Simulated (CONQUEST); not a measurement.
## HfN under changes of volume

One of the cells (11.518 Å³/atom); the others are scaled copies at fixed shape and fractional positions:

```
CELL_PARAMETERS angstrom
3.13391 0.00000 0.00000
0.00000 5.41677 0.00000
0.00000 0.00000 5.42809
ATOMIC_POSITIONS crystal
Hf 0.00000 0.25000 0.66667
Hf 0.50000 0.25000 0.16667
Hf 0.00000 0.75000 0.33333
Hf 0.50000 0.75000 0.83333
N 0.00000 0.50000 0.00000
N 0.50000 0.50000 0.50000
N 0.00000 0.00000 0.00000
N 0.50000 0.00000 0.50000
```

The cell comes from a database or a generator and needn't be the stable form of this composition.

- Program: CONQUEST 1.3
- Functional: PBE
- Potentials or basis: PseudoDojo NC PBE, DZP, grid of 36 × 60 × 60 points
- k mesh: 9 × 5 × 5
- Occupations: fermi-dirac, width 0.05 eV
- Spin: no spin polarisation

```csv
volume (Å³/atom),energy over the lowest point (meV/atom),pressure (GPa),largest force (eV/Å)
10.827,74.56,27.0,0.000
11.057,41.73,19.4,0.006
11.288,18.95,12.6,0.017
11.518,?,?,?
11.749,0.00,1.3,0.008
11.979,1.99,-3.8,0.001
12.209,10.81,-8.3,0.008
```

Q: What does the run at 11.518 Å³/atom give?

A: Energy over the lowest point 5.43 meV/atom; pressure 6.5 GPa; largest force 0.011 eV/Å.

Worked out: A Birch-Murnaghan fit of order 3 (a polynomial in V^(-2/3)) to the other rows has its minimum at 11.80 Å³/atom with B0 = V·E''(V) = 259 GPa and B' = 4.2 at fixed shape and positions, which overstates the stiffness. It gives 5.36 meV/atom at 11.518 Å³/atom, against the run's 5.43, and -dE/dV = 6.5 GPa, against 6.5.

Energies are extrapolated to zero smearing.

Caveats: the basis of atomic orbitals isn't converged, which shifts pressures, moduli and gaps.
